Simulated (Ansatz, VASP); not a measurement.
BN in VASP and in Ansatz

```
B N
1.0
     2.69409    0.00000    0.00000
    -1.34705    2.33315    0.00000
     0.00000    0.00000    5.92397
B N
2 2
Direct
  0.33333 0.66667 0.25000
  0.66667 0.33333 0.75000
  0.33333 0.66667 0.75000
  0.66667 0.33333 0.25000
```

Alike in both runs: task single point; functional r2SCAN; k mesh 12 × 12 × 4; occupations gaussian, width 0.05 eV; no spin polarisation.

```csv
,VASP,Ansatz
version,VASP 6.6.1,Ansatz 0.2.0
potentials or method,"VASP PAW PBE potentials, release 64 (B, N)","scalar-relativistic, plane waves, PAW"
plane-wave cutoff (eV),520,500
valence electrons in the cell,16,16
```

Ansatz gave:

| Item | Value |
| --- | --- |
| gap on the k mesh at the Fermi level (eV) | 4.28 |
| least direct gap on the mesh (eV) | 4.50 |

Q: What did VASP give for the same quantities?

A: gap on the k mesh at the Fermi level (eV): 4.30; least direct gap on the mesh (eV): 4.53.

The functional is the same, so the differences come from potentials, cutoffs and numerics.

Caveats: the PAW data sets were made with another functional, which shifts forces and pressure a little (VASP). r2SCAN opens gaps a little over a GGA but as a rule still falls short of measured ones. A k mesh can miss the band edges.
